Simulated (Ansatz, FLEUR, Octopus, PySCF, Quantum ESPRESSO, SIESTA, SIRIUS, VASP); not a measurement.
## GaP: programs and potentials compared

```
Ga P
1.0
     0.00000    2.72525    2.72525
     2.72525    0.00000    2.72525
     2.72525    2.72525    0.00000
Ga P
1 1
Direct
  0.00000 0.00000 0.00000
  0.75000 0.75000 0.75000
```

Alike in all runs: functional PBEsol; k mesh 8 × 8 × 8; occupations fermi-dirac, width 0.05 eV; no spin polarisation; no spin-orbit coupling. Pressure is positive in compression and, in plane waves, holds the error of the finite cutoff, which Ansatz's Pulay term estimates and takes out.

```json
{"program and potentials": "Ansatz, Ansatz PAW", "plane-wave cutoff (eV)": "420", "notes": "potentials made for PBE, which Ansatz adapts in part; 9 valence electrons an atom on average; Pulay term of +0.04 GPa included", "band gap (eV)": "1.51", "pressure (GPa)": "-0.56"}
{"program and potentials": "SIESTA, files PseudoDojo sr-pbesol-0.4.1-standard, DZP (energy shift 0.003 Ry; two zetas on semicore shells)", "plane-wave cutoff (eV)": "-", "notes": "atomic basis; 9 valence electrons an atom on average", "band gap (eV)": "1.52", "pressure (GPa)": "0.17"}
{"program and potentials": "VASP, PBE PAW files Ga_d, P, 520 eV", "plane-wave cutoff (eV)": "520", "notes": "potentials made for PBE; 9 valence electrons an atom on average", "band gap (eV)": "1.52", "pressure (GPa)": "-0.61"}
{"program and potentials": "Ansatz, all-electron LAPW, scalar-relativistic", "plane-wave cutoff (eV)": "-", "notes": "-", "band gap (eV)": "1.52", "pressure (GPa)": "-0.57"}
{"program and potentials": "FLEUR, all-electron, FLAPW", "plane-wave cutoff (eV)": "-", "notes": "-", "band gap (eV)": "1.52", "pressure (GPa)": "-"}
{"program and potentials": "SIRIUS, all-electron FP-LAPW, apw+lo standard", "plane-wave cutoff (eV)": "-", "notes": "-", "band gap (eV)": "1.52", "pressure (GPa)": "-"}
{"program and potentials": "Quantum ESPRESSO, GBRV 1.5 PBEsol", "plane-wave cutoff (eV)": "762", "notes": "12 valence electrons an atom on average", "band gap (eV)": "1.52", "pressure (GPa)": "-0.56"}
{"program and potentials": "Octopus, pseudodojo_pbesol (PseudoDojo 0.4, PBEsol)", "plane-wave cutoff (eV)": "-", "notes": "9 valence electrons an atom on average", "band gap (eV)": "1.52", "pressure (GPa)": "-"}
{"program and potentials": "PySCF, DZVP-MOLOPT-SR/GTH-PBE (potentials made for PBE)", "plane-wave cutoff (eV)": "-", "notes": "atomic basis; potentials made for PBE; 9 valence electrons an atom on average", "band gap (eV)": "1.51", "pressure (GPa)": "-"}
```

The band gap spans 1.51 (PySCF, DZVP-MOLOPT-SR/GTH-PBE (potentials made for PBE)) to 1.52 eV (Octopus, pseudodojo_pbesol (PseudoDojo 0.4, PBEsol)), with all-electron results at 1.52. The pressure spans -0.61 (VASP, PBE PAW files Ga_d, P, 520 eV) to 0.17 GPa (SIESTA, files PseudoDojo sr-pbesol-0.4.1-standard, DZP (energy shift 0.003 Ry; two zetas on semicore shells)), with all-electron results at -0.57. The gap is indirect and read on the mesh alone. Rows in atomic bases carry the error of their basis and grid, which can be large.

Differences between rows come from potentials, basis sets and numerical settings, since the functional is the same but for its coding. Runs on potential files found faulty are left out.
